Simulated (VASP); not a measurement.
Wanted: the native input for a VASP 6.6.1 run.

| Item | Value |
| --- | --- |
| Task | single point |
| Functional | PBE |
| Dispersion | D3(BJ) |
| Potentials or basis | VASP PAW PBE potentials, release 64 (Sn_d, O) |
| Cutoff | 520 eV |
| k mesh | 10 × 6 × 8 |
| Occupations | gaussian, width 0.05 eV |
| Spin | no spin polarisation |
| Dipole correction | no |
| Further INCAR settings | ALGO = Fast; EDIFF = 1e-07; NBANDS = 28 |

The structure of SnO lies in POSCAR:

```
SnO
1.0
    3.5417687074      0.0000000000      0.0000000000
    0.0000000000      5.9899654367      0.0000000000
    0.0000000000      0.0000000000      3.7884459323
Sn O
2 2
Direct
    0.0000000000      0.2319090000      0.5131440000
    0.5000000000      0.7680910000      0.0131440000
    0.0000000000      0.8912500000      0.7368570000
    0.5000000000      0.1087500000      0.2368570000
```

The cell comes from a database or a generator and needn't be the stable form of this composition.

One way to write it, as run:

INCAR

```
SYSTEM = SnO
ALGO     = Fast           ! electronic algorithm
EDIFF    = 1E-7           ! SCF threshold, eV
ENCUT    = 520            ! plane-wave cutoff, eV
GGA      = PE             ! functional
ISIF     = 2              ! what is computed and relaxed
ISMEAR   = 0              ! smearing method
IVDW     = 12             ! dispersion correction
LASPH    = .True.         ! aspherical terms in the spheres
LCHARG   = .True.         ! write CHGCAR
LELF     = .True.         ! ELF
LREAL    = .False.        ! projectors in reciprocal space
LVHAR    = .True.       
LWAVE    = .False.        ! write WAVECAR
NBANDS   = 28             ! bands
NELM     = 100            ! most SCF steps
PREC     = Accurate       ! precision mode
SIGMA    = 0.05           ! smearing width, eV
```

KPOINTS

```
k-points
0
Gamma
  10 6 8
  0 0 0
```

Potentials or basis: VASP PAW PBE potentials, release 64 (Sn_d, O).

Run with:

```sh
$ cat potpaw_PBE.64/Sn_d/POTCAR potpaw_PBE.64/O/POTCAR > POTCAR
$ mpirun -np 1 vasp_std > vasp.out
```

Results of the run:

The pressure is -3.8 GPa and the largest force is 0.666 eV/Å. The band gap on the k mesh is 1.29 eV, indirect (least direct gap 2.39 eV) and the dispersion energy per atom is -0.207 eV.

Caveat: spin-orbit coupling is left out, which moves the levels of the heavy elements.

Wall time 5.8 min on 1 thread of Intel(R) Xeon(R) Platinum 8488C (Sapphire Rapids) (shared host), peak memory 0.35 GiB.
